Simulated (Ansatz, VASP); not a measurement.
# BP in two plane-wave programs, part 2 of 2

Wanted: the spread between two codes on one cell, functional and k mesh. The cell is taken from a series of VASP runs on this material, whose earlier steps may have relaxed, scaled or displaced it; both programs get it as it stands. Other levels of theory on this material are compared in a session of their own.

VASP 6.6.1 and Ansatz 0.2.0.

So far. Step 2 (VASP: band structure, LDA, spin-orbit coupling): The run ends at a pressure of -5.25 GPa.

### Step 3. Ansatz: band structure, LDA, spin-orbit coupling

Level of this step: Ansatz beside VASP: Kohn-Sham DFT, plane waves, LDA, spin-orbit coupling (Ansatz).

Ansatz runs on its fully relativistic PAW (standard-fr) files.

The same cell, functional (in two slightly different forms), mesh and smearing now go to Ansatz, which takes its cutoff from its data sets.

File input.yaml:

```yaml
crystal:
  lattice:
    - [0.0, 2.269, 2.269]
    - [2.269, 0.0, 2.269]
    - [2.269, 2.269, 0.0]
  atoms:
    - { symbol: B, position: [0.0, 0.0, 0.0] }
    - { symbol: P, position: [0.25, 0.25, 0.25] }
hamiltonian:
  xc: lda
  pseudopotentials: { kind: paw_fr }
magnetization:
  noncollinear: true
  spin_orbit: true
kpoints:
  mp_grid: { grid: [10, 10, 10] }
  band_path:
    path:
      - [0.0, 0.0, 0.0]
      - [0.16667, 0.0, 0.16667]
      - [0.33333, 0.0, 0.33333]
      - [0.4, 0.0, 0.4]
      - [0.5, 0.0, 0.5]
      - [0.5, 0.08333, 0.58333]
      - [0.5, 0.18333, 0.68333]
      - [0.5, 0.25, 0.75]
      - [0.45, 0.3, 0.75]
      - [0.40833, 0.34167, 0.75]
      - [0.35, 0.35, 0.7]
      - [0.225, 0.225, 0.45]
      - [0.075, 0.075, 0.15]
      - [0.03333, 0.03333, 0.03333]
      - [0.23333, 0.23333, 0.23333]
      - [0.4, 0.4, 0.4]
      - [0.51667, 0.46667, 0.51667]
      - [0.55833, 0.38333, 0.55833]
      - [0.60833, 0.28333, 0.60833]
      - [0.60833, 0.25, 0.64167]
      - [0.55833, 0.25, 0.69167]
      - [0.51667, 0.25, 0.73333]
      - [0.5, 0.3, 0.7]
      - [0.5, 0.38333, 0.61667]
      - [0.5, 0.48333, 0.51667]
      - [0.475, 0.475, 0.55]
      - [0.425, 0.425, 0.65]
      - [0.38333, 0.38333, 0.73333]
      - [0.59167, 0.18333, 0.59167]
      - [0.55, 0.1, 0.55]
      - [0.5, 0.0, 0.5]
    npoints: 1
scf:
  occupations: { method: gaussian, width: 0.02 }
  n_extra_bands: 14
output:
  forces: true
  stress: true
  eigenvalues: true
```

Launch:

```sh
$ ansatz run input.yaml --threads 2 --pin off --max-ram 4608MiB --backend cpu --events-out ev --progress --plain --runs-dir out
```

Numbers of over 12 decimals in the logs are rounded to 6 here.

The log of the run:

```text
scf.n_extra_bands = 14 over 8 filled bands (N_el = 8.0): the run solves 22 bands
Engine: ansatz 0.2.0, aarch64-unknown-linux-gnu
Pseudopotentials: kind: paw_fr
Pseudopotential: B, paw_fr, valence charge 3, recommended cutoff 420 eV (normal), B.paw.azcp#standard-fr
Pseudopotential: P, paw_fr, valence charge 5, recommended cutoff 420 eV (normal), P.paw.azcp#standard-fr
Functional definition: SPW92
  exchange = slater_x
  correlation = pw_c
non-collinear run that drives no moment, with spin-orbit: no starting moment large enough to seed its density (crystal.atoms[].spin), no starting occupations that ask for one, no magnetisation constraint and no magnetic field, so the semilocal B_xc is pinned to zero
Crystal: 2 atoms, lattice volume = 23.363 Å³
Basis set: ecut = 420 eV, 459 PW (Γ)
Bands: 22, of which v1, the nominal top of the filled ones, is band 8 counted from 1 (7 counted from 0)
Symmetry: 24 space group operations + 24 with time reversal
Magnetic group: BNS 216.75 (UNI 1577), of the structure as read, at distance tolerance 2.9e-5 Å
k-points: 47 of 1000 (time reversal used)
Projection manifold: j_resolved (fully-relativistic pseudo-atomic orbitals)
Non-local potential: B, projectors of the file, l = 0: 2, l = 1: 4, l = 2: 2
Non-local potential: P, projectors of the file, l = 0: 2, l = 1: 4, l = 2: 4
PAW form: soft (Blöchl's): semilocal exchange-correlation on the pseudo side does not see the compensation charge
PAW frozen core: B, regenerated for the run's functional, and the local potential with it (the file was generated under x = pbe(κ = 0.804, μ = 0.219515), c = pbe(β = 0.066725))
PAW frozen core: P, regenerated for the run's functional, and the local potential with it (the file was generated under x = pbe(κ = 0.804, μ = 0.219515), c = pbe(β = 0.066725))
PAW one-centre angular grid: B, 110 points (default); XC on 64 Gauss nodes
PAW one-centre angular grid: P, 110 points (default); XC on 64 Gauss nodes
Initial density: superposition of atomic densities (chi_scale 0.1, normalization cell, long waves kept (reshape's long-wave potential 0.00 eV rms))
Initial wavefunctions: pseudopotential atomic-orbital guess
Functional: x = slater, c = lda
SCF iter   1: F=—  HF=-877.412894 eV  |F-HF|=—  |Δ(HF+E_count)|=         —  Δρ=9.12e-2  dr2=2.14e0  dr2_m=0.00e0 (ungated)  ethr=3.10e-3  |M|=0.00e0 ∫|m|=0.00e0 μB  |m|>n=0.0e0 m-floor=0.0e0 τ_xc=0.0e0  β_m=0.30  ⟨swp⟩=7.0  Hψ=7653  notcnv=0  defer=72
preconditioner: auto → none  [insulator: Δε(μ)=1.979 eV  Ē_g=16.158 eV  σ=0.020 eV  W_gap=1.00  n_scr=0 (ndim 8)  ℏωp=21.7 eV  f_vac=0.000  D(μ)=0.00/eV (n_scr^D=0)  ε∞_Penn≈2.8]
SCF iter   2: F=—  HF=-876.804803 eV  |F-HF|=—  |Δ(HF+E_count)|=   6.08e-1  Δρ=4.74e-2  dr2=4.72e-1  dr2_m=0.00e0 (ungated)  ethr=3.10e-3  |M|=0.00e0 ∫|m|=0.00e0 μB  |m|>n=0.0e0 m-floor=0.0e0 τ_xc=0.0e0  β_m=0.42  ⟨swp⟩=2.8  Hψ=1998  notcnv=0  defer=356
SCF iter   3: F=—  HF=-876.636259 eV  |F-HF|=—  |Δ(HF+E_count)|=   1.69e-1  Δρ=1.32e-2  dr2=2.46e-2  dr2_m=0.00e0 (ungated)  ethr=3.10e-3  |M|=0.00e0 ∫|m|=0.00e0 μB  |m|>n=0.0e0 m-floor=0.0e0 τ_xc=0.0e0  β_m=0.52  ⟨swp⟩=2.7  Hψ=1346  notcnv=0  defer=356
SCF iter   4: F=—  HF=-876.628927 eV  |F-HF|=—  |Δ(HF+E_count)|=   7.33e-3  Δρ=2.04e-3  dr2=4.94e-4  dr2_m=0.00e0 (ungated)  ethr=3.07e-4  |M|=0.00e0 ∫|m|=0.00e0 μB  |m|>n=0.0e0 m-floor=0.0e0 τ_xc=0.0e0  β_m=0.71  ⟨swp⟩=3.0  Hψ=1360  notcnv=0  defer=356
SCF iter   5: F=—  HF=-876.628807 eV  |F-HF|=—  |Δ(HF+E_count)|=   1.20e-4  Δρ=1.08e-4  dr2=2.69e-6  dr2_m=0.00e0 (ungated)  ethr=6.18e-6  |M|=0.00e0 ∫|m|=0.00e0 μB  |m|>n=0.0e0 m-floor=0.0e0 τ_xc=0.0e0  β_m=0.62  ⟨swp⟩=3.0  Hψ=1298  notcnv=0  defer=356
SCF iter   6: F=—  HF=-876.628806 eV  |F-HF|=—  |Δ(HF+E_count)|=   1.59e-6  Δρ=2.49e-5  dr2=6.50e-8  dr2_m=0.00e0 (ungated)  ethr=1.25e-9  |M|=0.00e0 ∫|m|=0.00e0 μB  |m|>n=0.0e0 m-floor=0.0e0 τ_xc=0.0e0  β_m=0.78  ⟨swp⟩=12.1  Hψ=6961  notcnv=0
SCF iter   7: F=-876.628806 eV  HF=-876.628806 eV  |F-HF|=6.87e-11  |Δ(HF+E_count)|=   1.23e-8  Δρ=9.97e-7  dr2=1.20e-10  dr2_m=0.00e0 (ungated)  ethr=8.12e-10  |M|=0.00e0 ∫|m|=0.00e0 μB  |m|>n=0.0e0 m-floor=0.0e0 τ_xc=0.0e0  ⟨swp⟩=2.0  Hψ=2490  notcnv=0
SCF 1 converged in 7 iterations: F = -876.628806 eV  dr2 = 1.20e-10
  greatest PAW one-centre occupation: 0.770 electrons in one spin orbital (limit 2), on the P atom at site 1 (counted from 0), in its partial waves of l = 0
NSCF: frozen V_eff on 31 k-points
SCF converged after 7 iterations
Magnetization: |M| = 0.0000 μB,  M = (+0.0000, +0.0000, +0.0000) μB
Absolute magnetization: 0.0000 μB (∫|m|)
  site 0: m = (+0.0000, +0.0000, +0.0000) μB, |m| = 0.0000 μB  (R = 0.81 Å)
  site 1: m = (+0.0000, +0.0000, +0.0000) μB, |m| = 0.0000 μB  (R = 0.81 Å)
Free energy (F): -876.628806 eV
Harris-Foulkes:  -876.628806 eV  (|F-HF|=6.87e-11)
Internal energy: -876.628806 eV  (E = F + TS)
E sigma→0 (E₀):  -876.628806 eV
Fermi energy:    9.655784 eV
--- Per-component energies (eV) ---
  E_band       = 20.743039
  E_kinetic    = 122.031541
  E_local      = -70.106185  (includes V_loc(G=0)·N_el)
  E_nonlocal   = 46.892513
  E_hartree    = 16.965233
  E_xc         = -94.407101
  E_vxc        = -100.556684  (∫ρ·V_xc dr)
  E_paw        = -612.676601  (= ΣΔE_a)
  E_vpaw       = -11.448598  (= ΣTr[D̂ρ^β])
  E_aug_tail   = -0.000000  (compensation charges beyond the density's cutoff)
  E_ewald      = -285.491518
  E_core_change = 0.163312  (= ΣΔE_core)
  E_smearing   = -0.000000  (= −TS)
  E_closure    = 0.000000  (closes the sum)
  Σ components = -876.628806   (vs F -876.628806, Δ=0.00e0)
--- Forces (eV/Å), atoms counted from 1 ---
  atom   1  B      0.00000000    -0.00000000    -0.00000000
  atom   2  P     -0.00000000     0.00000000    -0.00000000
  max |Σ_I F_I| component: 2.41e-16 eV/Å
--- Stress (GPa, compression-positive) ---
       -5.226320       0.000000      -0.000000
        0.000000      -5.226320       0.000000
       -0.000000       0.000000      -5.226320
  P = ⅓ Tr σ = -5.2263 GPa (-52.263 kbar)
--- Band table (eV; the first three rows and the last of 47) ---
  k-point 0: bands = [... 4 lower, 9.0692, 9.0692, 9.0692, 9.0692, 12.4001, 12.4001, 12.4476, 12.4476, ... 10 higher]
  k-point 1: bands = [... 4 lower, 8.7483, 8.7483, 8.7765, 8.7765, 12.8124, 12.8124, 12.8516, 12.8517, ... 10 higher]
  k-point 2: bands = [... 4 lower, 8.1917, 8.1917, 8.2210, 8.2211, 13.0501, 13.0501, 13.5337, 13.5337, ... 10 higher]
  k-point 46: bands = [... 4 lower, 3.5040, 3.5277, 3.6788, 3.6790, 13.5880, 13.5929, 14.3665, 14.3672, ... 10 higher]
```

Elapsed: 4.6 s, on 2 threads of Arm Neoverse V1, shared host; peak memory 0.34 GiB; 9 s of CPU time.

### Step 4. Comparison

Known differences besides the potentials themselves: spin-orbit coupling enters by fully relativistic files in Ansatz and inside the spheres in VASP; the two LDA forms differ slightly; VASP's log shows a relativistic correction to its local exchange, Ansatz's none. Total energies have different zeros and are not compared.

Both answers:

| quantity | Ansatz | VASP | difference |
| --- | --- | --- | --- |
| pressure (GPa) | -5.23 | -5.25 | +0.03 |
| pressure without Ansatz's Pulay correction (GPa) | -5.39 | -5.25 | -0.14 |
| gap over the path points (eV) | 1.173 | 1.174 | 0.000 |

Levels at points of the path, from each program's valence-band top (eV; 6 filled, then empty):

| k (reciprocal lattice) | Ansatz | VASP |
| --- | --- | --- |
| 0.000 0.000 0.000 | -0.04 -0.04 0.00 0.00 0.00 0.00 3.33 3.33 3.38 3.38 3.38 3.38 | -0.04 -0.04 0.00 0.00 0.00 0.00 3.33 3.33 3.38 3.38 3.38 3.38 |
| 0.167 0.000 0.167 | -1.92 -1.92 -1.75 -1.75 -1.73 -1.73 2.38 2.38 5.78 5.78 5.81 5.81 | -1.92 -1.92 -1.75 -1.75 -1.73 -1.73 2.38 2.38 5.79 5.79 5.82 5.82 |
| 0.333 0.000 0.333 | -5.55 -5.55 -3.51 -3.51 -3.48 -3.48 1.32 1.32 3.21 3.21 9.47 9.47 | -5.54 -5.54 -3.51 -3.51 -3.48 -3.48 1.32 1.32 3.21 3.21 9.50 9.50 |
| 0.400 0.000 0.400 | -7.04 -7.04 -3.91 -3.91 -3.88 -3.88 1.17 1.17 2.26 2.26 10.82 10.82 | -7.03 -7.03 -3.91 -3.91 -3.88 -3.88 1.17 1.17 2.27 2.27 10.87 10.87 |
| 0.500 0.000 0.500 | -8.50 -8.50 -4.13 -4.13 -4.11 -4.11 1.29 1.29 1.53 1.53 11.91 11.91 | -8.50 -8.50 -4.13 -4.13 -4.11 -4.11 1.29 1.29 1.54 1.54 11.97 11.97 |
| 0.500 0.083 0.583 | -8.39 -8.39 -4.56 -4.55 -4.52 -4.52 2.04 2.04 2.36 2.36 11.04 11.06 | -8.39 -8.39 -4.56 -4.55 -4.52 -4.52 2.04 2.04 2.37 2.37 11.10 11.11 |
| 0.500 0.183 0.683 | -8.08 -8.07 -5.46 -5.43 -5.31 -5.31 4.14 4.15 4.81 4.81 8.58 8.60 | -8.08 -8.06 -5.46 -5.44 -5.31 -5.31 4.15 4.16 4.82 4.82 8.62 8.64 |
| 0.500 0.250 0.750 | -7.96 -7.94 -5.72 -5.69 -5.50 -5.50 5.22 5.22 6.64 6.64 7.13 7.14 | -7.96 -7.94 -5.72 -5.69 -5.51 -5.51 5.24 5.24 6.65 6.65 7.15 7.16 |
| 0.450 0.300 0.750 | -8.00 -7.98 -6.03 -6.01 -4.72 -4.71 3.92 3.93 6.04 6.04 8.14 8.16 | -8.00 -7.98 -6.04 -6.02 -4.73 -4.72 3.93 3.94 6.05 6.06 8.17 8.19 |
| 0.408 0.342 0.750 | -8.06 -8.05 -6.22 -6.20 -3.83 -3.82 2.51 2.52 5.92 5.92 9.12 9.13 | -8.06 -8.05 -6.22 -6.21 -3.83 -3.83 2.52 2.52 5.94 5.94 9.15 9.17 |

Among the levels compared at these points, filled levels agree within 4 meV and empty ones within 58 meV. Ansatz's pressure holds a Pulay correction of 0.16 GPa; VASP's holds none.

### Step 5. Outcome

```
difference in gap over the path points (band structure, LDA, spin-orbit coupling) : -2.0e-4 eV
```

**Reading.** The difference in gap over the path points is -2.0e-4 eV (band structure, LDA, spin-orbit coupling), within the 0.08 eV picked in this series as the mark of a large difference. 5 further runs of this series are not shown here. Such differences can come from data sets, numerical settings and the points named under the comparisons, not from the functional's error against experiment.

[Lines on the potential files, build, host, timing and source positions are cut from VASP's logs without a mark.]

[Logs are printed without paths, hosts, clocks, repeated set-up lines and the standing remarks that a program may print on its own settings, such as how far it seeks lower states.]

[Hosts, paths, dates, database ids (printed as entryN), source tags and the programs' standing remarks are cut or masked in the printed files.]
